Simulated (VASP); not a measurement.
A run of VASP 6.6.1 is set up as follows.

File INCAR:

```
ALGO     = Normal         # electronic algorithm
EDIFF    = 1E-7           # SCF threshold, eV
EDIFFG   = -0.005         # ionic threshold
ENCUT    = 600            # plane-wave cutoff, eV
GGA      = PE             # functional
IBRION   = 2              # ionic algorithm
ISIF     = 3              # what is computed and relaxed
ISMEAR   = 0              # smearing method
IVDW     = 12             # dispersion correction
KPAR     = 4            
LASPH    = T              # aspherical terms in the spheres
LCHARG   = F              # write CHGCAR
LREAL    = F              # projectors in reciprocal space
LWAVE    = F              # write WAVECAR
NELM     = 80             # most SCF steps
NSW      = 90             # ionic steps
PREC     = Accurate       # precision mode
SIGMA    = 0.03           # smearing width, eV
```

File KPOINTS:

```
k-points
0
Gamma
  12 12 2
```

The input POSCAR:

```
GaSe                                    
1.0
    3.7709758337      0.0000000000     -0.0000000000
   -1.8854879168      3.2657608690     -0.0000000000
    0.0000000000      0.0000000000     15.9712918297
  Ga              Se            
     4     4
Direct
     0.3333333332999970    0.6666666667000030    0.1734410702058591
     0.6666666667000030    0.3333333332999970    0.6734410702058590
     0.3333333332999970    0.6666666667000030    0.3265589297941410
     0.6666666667000030    0.3333333332999970    0.8265589297941410
     0.3333333332999970    0.6666666667000030    0.5995059460791368
     0.6666666667000030    0.3333333332999970    0.0995059460791369
     0.3333333332999970    0.6666666667000030    0.9004940539208632
     0.6666666667000030    0.3333333332999970    0.4004940539208631
```

Potentials or basis: VASP PAW PBE potentials, release 64 (Ga_d, Se).

Launch:

```bash
$ cat potpaw_PBE.64/Ga_d/POTCAR potpaw_PBE.64/Se/POTCAR > POTCAR
$ mpirun -np 4 vasp_std > vasp.out
```

(1) What does it give for the relaxed volume?

(2) Estimate the space group after relaxing (to 0.05 Å).

(3) Predict the band gap on the k mesh.

## Answers

(1) 24.58 Å³/atom.

(2) P6_3/mmc (No. 194).

(3) 0.85 eV, direct.
